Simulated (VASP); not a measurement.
# Pt: relaxation of the atoms with HSEsol

Crystal: Pt.

```
CELL_PARAMETERS angstrom
0.00000 1.98670 1.98670
1.98670 0.00000 1.98670
1.98670 1.98670 0.00000
ATOMIC_POSITIONS crystal
Pt 0.00000 0.00000 0.00000
```

The cell isn't the ideal one: volume scaled by 1.04.

```yaml
Program: VASP 6.6.1
Task: relaxation of the atoms
Functional: HSEsol
Potentials_or_basis: VASP PAW PBE potentials, release 64 (Pt)
Cutoff: 520 eV
k_mesh: 6 × 6 × 6
Occupations: methfessel-paxton, width 0.2 eV
Spin: spin-orbit coupling, no magnetisation
Grid_for_exact_exchange_PRECFOCK: Normal
Further_INCAR_settings: ALGO = Normal; EDIFF = 1e-07; IBRION = 2; EDIFFG = -0.02; NSW = 40
```

| Quantity | Value |
| --- | --- |
| Pressure after relaxing | -16.8 GPa |
| Valence electrons inside the program's atomic spheres | Pt 9.26 |

Final structure:
```
Pt
1.0
     0.00000    1.98670    1.98670
     1.98670    0.00000    1.98670
     1.98670    1.98670    0.00000
Pt
1
Direct
  0.00000 0.00000 0.00000
```

Wall time 21 min on 1 thread of Intel(R) Xeon(R) Platinum 8559C (Emerald Rapids) (shared host), peak memory 0.3 GiB.

Caveat: the k mesh is coarse (spacing up to 0.46 Å⁻¹), so the values aren't converged, least of all with exact exchange; the relaxation stopped at its first step, so nothing moved; the PAW data sets were made with another functional, which shifts forces and pressure a little.
